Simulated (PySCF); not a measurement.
**Dipole moment and polarisability across levels of theory**

Norbornadiene, C7H8.
Numbering: `[CH:1]1=[CH:2][C@@H:3]2[CH:4]=[CH:5][C@H:6]1[CH2:7]2` (hydrogens: H8 on C1; H9 on C2; H10 on C3; H11 on C4; H12 on C5; H13 on C6; H14, H15 on C7)

PySCF, dipoles from the SCF density, polarisabilities from static response with core orbitals frozen. Isolated species at its PBE0-D3(BJ)/def2-SVP geometry, gas phase.

The anisotropy is √(½[(α1 − α2)² + (α2 − α3)² + (α3 − α1)²]).

| level | μ (D) | α (Å³) | anisotropy (Å³) |
| --- | --- | --- | --- |
| LDA/def2-SVPD | 0.072 | 11.10 | 1.80 |
| PBE/def2-SVPD | 0.062 | 11.01 | 1.82 |
| B3LYP/def2-SVPD | 0.053 | 10.80 | 1.88 |
| PBE0/def2-SVPD | 0.049 | 10.70 | 1.86 |
| BHandHLYP/def2-SVPD | 0.038 | 10.53 | 1.96 |
| CAM-B3LYP/def2-SVPD | 0.045 | 10.63 | 1.91 |
| wB97X-D/def2-SVPD | 0.059 | 10.66 | 1.87 |
| LC-wPBE/def2-SVPD | 0.036 | 10.34 | 1.91 |
| HF/def2-SVPD | 0.018 | 10.36 | 2.13 |
| PBE0/6-31G* | 0.043 | 9.07 | 2.66 |
| PBE0/def2-SVP | 0.022 | 9.50 | 2.48 |
| PBE0/6-31+G* | 0.020 | 10.52 | 2.06 |
| PBE0/aug-cc-pVDZ | 0.065 | 11.05 | 1.81 |
| PBE0/def2-TZVP | 0.046 | 10.56 | 2.06 |

The dipole runs from 0.02 D (HF/def2-SVPD) to 0.07 D (LDA/def2-SVPD). No reference polarisability is at hand; against PBE0 in the largest diffuse basis at hand (aug-cc-pVDZ) the other PBE0 rows deviate by 6-31G* -18%, def2-SVP -14%, 6-31+G* -5%, def2-SVPD -3%, def2-TZVP -4%. In one basis (def2-SVPD) the functionals order the polarisability from LC-wPBE (lowest) to LDA (highest), a spread of 7%. With PBE0 the polarisability is 9.71 Å³ without diffuse functions (mean of 6-31G*, def2-SVP and def2-TZVP) and 10.76 Å³ with them (mean of 6-31+G*, def2-SVPD and aug-cc-pVDZ).
